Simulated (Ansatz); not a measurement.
Relaxed bulk TaN, space group Fm-3m (No. 225):

```
CELL_PARAMETERS angstrom
0.00000 2.19827 2.19827
2.19827 0.00000 2.19827
2.19827 2.19827 0.00000
ATOMIC_POSITIONS crystal
Ta 0.50000 0.50000 0.50000
N 0.00000 0.00000 0.00000
```

All numbers below come from DFT r2SCAN, scalar-relativistic, plane waves, PAW in Ansatz. Cutoff 500 eV, k spacing 0.19 to 0.25 Å⁻¹, dipole correction; no spin polarisation.

Slabs with different planes and terminations (top/bottom plane) are cut from it in 1×1 cells and relaxed. Each holds whole formula units counted by Ta and an excess Δn of N (negative: a deficit); ΔE is its energy over those formula units in the bulk and the excess in the standard state of N. The formation energy of TaN is -1.924 eV a formula unit (uncorrected), so Δμ(N) runs from -1.924 eV to 0 if no other compound intervenes.

| slab | A (Å²) | Δn(N) | ΔE (eV) |
| --- | --- | --- | --- |
| (111) Ta/Ta, Ta6N5 | 8.37 | -1.00 | 4.556 |
| (111) N/Ta, Ta5N5 | 8.37 | 0 | 1.786 |
| (100) TaN/TaN, Ta6N6 | 9.66 | 0 | 0.753 |
| (111) N/N, Ta4N5 | 8.37 | +1.00 | -0.988 |

Q: Work out each slab's surface energy at the N-rich and N-poor ends.

A: γ = [ΔE − Δn·Δμ(N)]/(2A) × 16.02 J/m² per eV/Å², the mean of both faces:

```csv
slab,N-rich (J/m²),N-poor (J/m²)
"(111) Ta/Ta, Ta6N5",4.36,2.52
"(111) N/Ta, Ta5N5",1.71,1.71
"(100) TaN/TaN, Ta6N6",0.62,0.62
"(111) N/N, Ta4N5",-0.95,0.90
```

Q: Does the lowest surface change with the conditions?

A: Yes: among these slabs (111) N/N, Ta4N5 is lowest at the N-rich end and (100) TaN/TaN, Ta6N6 at the N-poor end. Their lines cross where (ΔE − Δn·Δμ)/A is equal, at Δμ(N) = -1.64 eV, with γ = 0.62 J/m².

Only the planes named were cut, so another facet can lie lower still. Reconstructions in larger cells weren't sought. A negative γ means that the bulk would take up more of the excess element, so other phases must be checked.

The reference crystal is the rock-salt form of TaN, which isn't its usual structure.